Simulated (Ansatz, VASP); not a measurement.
Two plane-wave programs on Mg

```
Mg
1.0
     3.20930    0.00000    0.00000
    -1.60465    2.77934    0.00000
     0.00000    0.00000    5.21030
Mg
2
Direct
  0.33333 0.66667 0.25000
  0.66667 0.33333 0.75000
```

Alike in both runs: task relaxation of cell and atoms; functional PBE; dispersion D3(BJ); k mesh 21 × 21 × 12; occupations methfessel-paxton of order 1, width 0.1 eV; no spin polarisation.

|  | VASP | Ansatz |
| --- | --- | --- |
| version | VASP 6.6.1 | Ansatz 0.2.0 |
| potentials or method | VASP PAW PBE potentials, release 64 (Mg) | scalar-relativistic, plane waves, PAW |
| plane-wave cutoff (eV) | 600 | 420 |
| valence electrons in the cell | 4 | 20 |

```tsv
	VASP	Ansatz	Ansatz less VASP
gap on the k mesh at the Fermi level, each at its own relaxed structure (eV)	none	none	-
relaxed volume (Å³/atom)	21.63	21.71	+0.077
relaxed cell length with the largest relative difference (Å)	3.133	3.138	+0.0053
energy change over the relaxation (meV/atom)	-13	-12	+1.2
```

A gap of «none» marks a metal or a gap that the smearing closes. The two sets of potentials don't hold the same shells in valence.

Caveats: pairwise dispersion overbinds metals, which lowers pressure and volume.
